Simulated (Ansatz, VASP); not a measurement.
Two plane-wave programs on Ag

```
CELL_PARAMETERS angstrom
0.00000 2.04275 2.04275
2.04275 0.00000 2.04275
2.04275 2.04275 0.00000
ATOMIC_POSITIONS crystal
Ag 0.00000 0.00000 0.00000
```

Alike in both runs: task relaxation of cell and atoms; functional revPBE; k mesh 11 × 11 × 11; occupations fermi-dirac, width 0.05 eV; no spin polarisation.

```csv
,VASP,Ansatz
version,VASP 6.6.1,Ansatz 0.2.0
potentials or method,"VASP PAW PBE potentials, release 64 (Ag)",Ansatz PAW
plane-wave cutoff (eV),600,420
valence electrons in the cell,11,19
```

|  | VASP | Ansatz | Ansatz less VASP |
| --- | --- | --- | --- |
| relaxed volume (Å³/atom) | 18.37 | 18.41 | +0.040 |
| relaxed cell length with the largest relative difference (Å) | 2.962 | 2.964 | +0.0022 |
| energy change over the relaxation (meV/atom) | -27 | -29 | -1.2 |

The two sets of potentials don't hold the same shells in valence.

Caveats: the PAW data sets were made with another functional, which shifts forces and pressure a little (VASP); the plane-wave basis is chosen anew once the cell has moved, so the energies of steps on either side of that aren't comparable (Ansatz); the PAW data sets come from PBE, with cores solved anew for the run's functional, which leaves a small shift of forces and pressure (Ansatz). revPBE gives volumes clearly too large for solids. Zero-point motion and thermal expansion aren't in these numbers.
